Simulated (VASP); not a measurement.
Input of a VASP 6.6.1 run:

File INCAR:

```
SYSTEM = HgS
ALGO = Normal ; EDIFF = 1E-6
EDIFFG = -0.01 ; ENCUT = 600
GGA = PE ; IBRION = 2
ISIF = 3 ; ISMEAR = 0
LASPH = .TRUE. ; LCHARG = .FALSE.
LREAL = .FALSE. ; LWAVE = .FALSE.
NELM = 80 ; NSW = 90
PREC = Accurate ; SIGMA = 0.03
```

The input KPOINTS:

```
k-points
0
G
  10 10 10
  0 0 0
```

POSCAR

```
HgS
1.0
    0.0000000000      2.9258500000      2.9258500000
    2.9258500000      0.0000000000      2.9258500000
    2.9258500000      2.9258500000      0.0000000000
Hg S
1 1
Direct
    0.0000000000      0.0000000000      0.0000000000
    0.2500000000      0.2500000000      0.2500000000
```

Potentials or basis: VASP PAW PBE potentials, release 64 (Hg, S).

The run is started by

```bash
$ cat potpaw_PBE.64/Hg/POTCAR potpaw_PBE.64/S/POTCAR > POTCAR
$ mpirun -np 1 vasp_std > vasp.out
```

**Question.** Estimate the relaxed cell.

**Answer.** a = 4.242 Å, b = 4.242 Å, c = 4.242 Å, α = 60.00°, β = 60.00°, γ = 60.00°.

**Question.** What does it give for the relaxed volume?

**Answer.** 26.99 Å³/atom.

**Question.** Estimate the band gap on the k mesh.

**Answer.** None (metal or under the smearing width).

Final structure:
```
Hg S
1.0
     0.00000    2.99979    2.99979
     2.99979    0.00000    2.99979
     2.99979    2.99979    0.00000
Hg S
1 1
Direct
  0.00000 0.00000 0.00000
  0.25000 0.25000 0.25000
```

Spin-orbit coupling is left out, which matters for the levels of Hg.
